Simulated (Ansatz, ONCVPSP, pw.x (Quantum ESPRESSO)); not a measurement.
## From atom to crystal: ONCV potential for technetium

- Element: Tc
- Generator: ONCVPSP 4.0.1.1 (patched build)
- Type: optimised norm-conserving Vanderbilt (ONCV)
- Functional: PBE
- Relativity: scalar-relativistic
- Frozen core: [Ar] 3d10
- Valence charge: 15
- Reference configuration: 4s2 4p6 4d5 5s2
- Partial waves: 4s+5s: rc 1.70 bohr, ncon 4, nbas 8, qcut 6.6 1/bohr, 2 projectors; 4p: rc 1.70 bohr, ncon 3, nbas 7, qcut 7.4 1/bohr, 3 projectors, debl 2.7 Ha; 4d: rc 1.80 bohr, ncon 4, nbas 8, qcut 9.1 1/bohr, 2 projectors, debl 3.1 Ha
- Local potential: polynomial inside 1.35 bohr (lpopt 4, dvloc0 0 Ha)
- Core correction: none

Atomic tests: cutoffs needed: 23 Ha and 28 Ha (the cutoffs (Ha) at which the residual kinetic energy of the hardest occupied pseudo-wave falls to 1 and 0.1 mHa per electron); ghost test: no bound ghost flagged; no localised positive-energy state flagged; largest excitation error: -57 meV (all-electron minus pseudo) for 4s2 4p5 4d5 5s2, out of 4 test configurations.

Crystal test: diamond Tc in pw.x 7.5, no spin, 8³ k-points, Fermi–Dirac smearing 0.01 Ry, cutoffs 70/280 Ry. The reference is all-electron LAPW (Ansatz 0.2.0) with the same functional, mesh and smearing; V0 and B0 come from Birch–Murnaghan fits to the pressures at five volumes. Errors are pseudo minus all-electron; Δ is the rms difference of the E(V) curves that follow from these fits, minima aligned, over ±6 % about the mean V0. Mesh and smearing are coarse, so the numbers serve the comparison and aren't converged zero-temperature values; the lattice is a test structure that the element need not adopt.

| V (Å³/atom) | P all-electron (GPa) | P pseudo (GPa) |
| --- | --- | --- |
| 20.207 | 8.57 | 9.04 |
| 20.739 | 3.99 | 4.40 |
| 21.271 | -0.01 | 0.35 |
| 21.803 | -3.52 | -3.19 |
| 22.335 | -6.58 | -6.29 |

All-electron: a0 = 5.541 Å (V0 = 21.27 Å³/atom), B0 = 149.7 GPa.

Pseudopotential: mean pressure error (GPa): +0.37; a0 (Å): 5.546; a0 error (%): +0.08; B0 error (%): +0.1; Δ (meV/atom): 1.7.

Problem. At the middle volume, how do free energy and pressure move when the wave cutoff is lowered (ecutrho kept at four times it)?

Solution.

```
cutoff (Ry)  shift of F (meV/atom)  shift of P (GPa)
         32                +1757.8            -49.79
         42                 +269.4            -10.91
```

Input at the middle volume:

```
&control
  calculation='scf', prefix='x', pseudo_dir='./', outdir='./tmp', tstress=.true., disk_io='none'
/
&system
  ibrav=0, nat=2, ntyp=1, ecutwfc=70, ecutrho=280, nbnd=24,
  occupations='smearing', smearing='fd', degauss=0.01
/
&electrons
  conv_thr=1e-09, mixing_beta=0.4, electron_maxstep=70
/
ATOMIC_SPECIES
Tc 1.0 Tc.UPF
CELL_PARAMETERS angstrom
  0.00000000 2.77074124 2.77074124
  2.77074124 0.00000000 2.77074124
  2.77074124 2.77074124 0.00000000
ATOMIC_POSITIONS crystal
Tc 0.0000 0.0000 0.0000
Tc 0.2500 0.2500 0.2500
K_POINTS automatic
8 8 8 0 0 0
```

```bash
pw.x < Tc.scf.in > Tc.scf.out
```

Lines of the output:

```
Message from routine setup:
     using ibrav=0 with symmetry is DISCOURAGED, use correct ibrav instead
     lattice parameter (alat)  =       7.4047  a.u.
     unit-cell volume          =     287.0876 (a.u.)^3
     number of electrons       =        30.00
     number of Kohn-Sham states=           24
     kinetic-energy cutoff     =      70.0000  Ry
     charge density cutoff     =     280.0000  Ry
     scf convergence threshold =      1.0E-09
     Exchange-correlation= PBE
     number of k points=    29  Fermi-Dirac smearing, width (Ry)=  0.0100
     iteration #  1     ecut=    70.00 Ry     beta= 0.40
     total energy              =    -325.25114822 Ry
     estimated scf accuracy    <       0.09462255 Ry
     iteration #  2     ecut=    70.00 Ry     beta= 0.40
     total energy              =    -325.25332225 Ry
     estimated scf accuracy    <       0.01798203 Ry
     iteration #  3     ecut=    70.00 Ry     beta= 0.40
     total energy              =    -325.25307655 Ry
     estimated scf accuracy    <       0.00266249 Ry
     iteration #  4     ecut=    70.00 Ry     beta= 0.40
     total energy              =    -325.25325786 Ry
     estimated scf accuracy    <       0.00006243 Ry
     iteration #  5     ecut=    70.00 Ry     beta= 0.40
     total energy              =    -325.25325983 Ry
     estimated scf accuracy    <       0.00003030 Ry
     iteration #  6     ecut=    70.00 Ry     beta= 0.40
     total energy              =    -325.25326484 Ry
     estimated scf accuracy    <       0.00000008 Ry
     iteration #  7     ecut=    70.00 Ry     beta= 0.40
     total energy              =    -325.25326486 Ry
     estimated scf accuracy    <       0.00000002 Ry
     iteration #  8     ecut=    70.00 Ry     beta= 0.40
     the Fermi energy is    13.6332 ev
!    total energy              =    -325.25326486 Ry
     estimated scf accuracy    <          8.9E-11 Ry
     smearing contrib. (-TS)   =      -0.00939234 Ry
     The total energy is F=E-TS. E is the sum of the following terms:
     one-electron contribution =    -137.07815521 Ry
     hartree contribution      =      78.95215873 Ry
     xc contribution           =     -35.63526309 Ry
     ewald contribution        =    -231.48261296 Ry
     convergence has been achieved in   8 iterations
          total   stress  (Ry/bohr**3)                   (kbar)     P=        3.50
     Message from routine punch:
     Nothing written, as per user request (disk_io='none')
```

The run at the middle volume (29 k-points, 8 iterations) took about 45 s on one core of a shared host (Neoverse-N1, 64 threads, 124 GiB, load 57).
